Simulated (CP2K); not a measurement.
Runs of CP2K 2026.2 on Pd. Symmetry: Fm-3m, No. 225, cubic system. Conventional cell: a = 3.893 Å, b = 3.893 Å, c = 3.893 Å, α = 90.00°, β = 90.00°, γ = 90.00°. Pd (site symmetry m-3m) is surrounded by 12 Pd at 2.75 Å. 

```csv
level,potentials or basis,smearing,EPS_DEFAULT,NGRIDS,basis sets,potentials,points a segment of the path (NPOINTS),gap on the mesh (eV),pressure (GPa)
r2SCAN,POTENTIAL_UZH Pd GTH-SCAN-q18; TZVP-MOLOPT-SCAN-GTH basis,fermi-dirac 0.05 eV,1.0E-9,4,Pd TZVP-MOLOPT-SCAN-GTH-q18,Pd GTH-SCAN-q18 of POTENTIAL_UZH,10,none,(a)
PBEsol,POTENTIAL_UZH Pd GTH-PBE-q18; TZVP-MOLOPT-PBE-GTH basis,fermi-dirac 0.01 eV,1.0E-9,5,Pd TZVP-MOLOPT-PBE-GTH-q18,Pd GTH-PBE-q18 of POTENTIAL_UZH,6,none,-1.1
LDA,GTH_POTENTIALS Pd GTH-PADE-q18; TZVP-MOLOPT-PBE-GTH basis,fermi-dirac 0.0259 eV,1.0E-10,5,Pd TZVP-MOLOPT-PBE-GTH-q18,Pd GTH-PADE-q18 of GTH_POTENTIALS,10,none,-12.7
TB-mBJ,POTENTIAL_UZH Pd GTH-PBE-q18; TZVP-MOLOPT-PBE-GTH basis,fermi-dirac 0.1 eV,1.0E-9,4,Pd TZVP-MOLOPT-PBE-GTH-q18,Pd GTH-PBE-q18 of POTENTIAL_UZH,6,none,-
```

Alike in all rows: task band structure; no spin polarisation; cell as given; k mesh 12 × 12 × 12.

**Question.** Estimate the missing entries.

**Answer.** (a) 8.7.

Caveats: the basis of atomic orbitals isn't converged, which shifts pressures, moduli and gaps; the potentials were made for another functional, which shifts forces and pressure (some runs); this is a model potential without an energy functional, so only levels have meaning (some runs).

A k mesh can miss the band edges, and the runs leave out spin-orbit coupling on Pd.

A gap of «none» marks a metal or a gap under the smearing width.

Runs at the PBE level aren't shown here.
